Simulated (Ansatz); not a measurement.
# Ge: the crystal squeezed far

The task here is to estimate one member of a computed series from the others.

Computed with Ansatz 0.2.0 (DFT, PBE, PAW with Ansatz's default frozen-core files, scalar-relativistic, unless a step's input says otherwise).

2 further runs of the same task are left out: 1 for a known fault of the program, 1 that didn't finish.

## The structure to begin with

Symmetry: P6/mmm, No. 191, hexagonal system. Conventional cell: a = 4.735 Å, b = 4.735 Å, c = 2.936 Å, α = 90.00°, β = 90.00°, γ = 120.00°. Ge (site symmetry 6/mmm) is surrounded by 14 Ge at 2.94 to 3.10 Å. Ge (site symmetry -6m2) has 11 Ge at 2.73 to 3.10 Å as nearest neighbours.

Coordinates:

```
Ge
1.0
     4.73497    0.00000    0.00000
    -2.36749    4.10061    0.00000
     0.00000    0.00000    2.93568
Ge
3
Direct
  0.00000 0.00000 0.00000
  0.33333 0.66667 0.50000
  0.66667 0.33333 0.50000
```

Whether this phase is the stable one at these pressures isn't tested.

Atoms are numbered in the order of the input: Ge1, Ge2, Ge3.

Set-up of the first run:

The input, input.yaml:

```yaml
crystal:
  lattice:
    - [4.7349730502, 0.0, 0.0]
    - [-2.3674865251, 4.1006069477, 0.0]
    - [0.0, 0.0, 2.9356832911]
  atoms:
    - { symbol: Ge, position: [0.0, 0.0, 0.0] }
    - { symbol: Ge, position: [0.3333333333, 0.6666666667, 0.5] }
    - { symbol: Ge, position: [0.6666666667, 0.3333333333, 0.5] }
kpoints:
  mp_grid: { grid: [8, 8, 10] }
scf:
  occupations: { method: fermi_dirac, width: 0.08 }
hamiltonian:
  xc: pbe
  pseudopotentials: { kind: paw }
output:
  forces: true
  stress: true
relax:
  f_tol: 0.005
  max_steps: 40
  cell: {}
```

Launch:

```sh
$ ansatz run input.yaml --threads 1 --pin off --max-ram 3072MiB --backend cpu --events-out ev --progress --plain --runs-dir out
```

Among the steps run: Cell relaxed at zero pressure, PAW; Volume scaled by 1, PAW; Shape and atoms relaxed at 0.88 of the volume, PAW; Volume scaled by 0.88, PAW; Shape and atoms relaxed at 0.78 of the volume, PAW; Volume scaled by 0.78, PAW; Shape and atoms relaxed at 0.58 of the volume, PAW; Volume scaled by 0.58, PAW; Shape and atoms relaxed at 0.43 of the volume, PAW; Volume scaled by 0.43, PAW; Volume scaled by 0.43, PAW (cutoff 250 eV).

One table of the session follows, with a row left open; its other results are not shown here.

```
             method  volume over the first  volume (Å³/atom)  pressure (GPa)
                PAW                      1            19.438            0.01
                PAW                   0.88            17.106           10.78
                PAW                   0.78            15.162           27.55
                PAW                   0.58                 ?               ?
                PAW                   0.43             8.359          366.20
PAW (cutoff 250 eV)                   0.43             8.359          375.61
```

**Question.** Estimate the row for PAW, 0.58.

**Answer.** volume (Å³/atom): 11.274; pressure (GPa): 118.61. In the column «volume (Å³/atom)» it lies between PAW (cutoff 250 eV), 0.43 (8.359) and PAW, 0.78 (15.162).

Limits of these values: Warnings in the runs' records: cutoff below recommended.
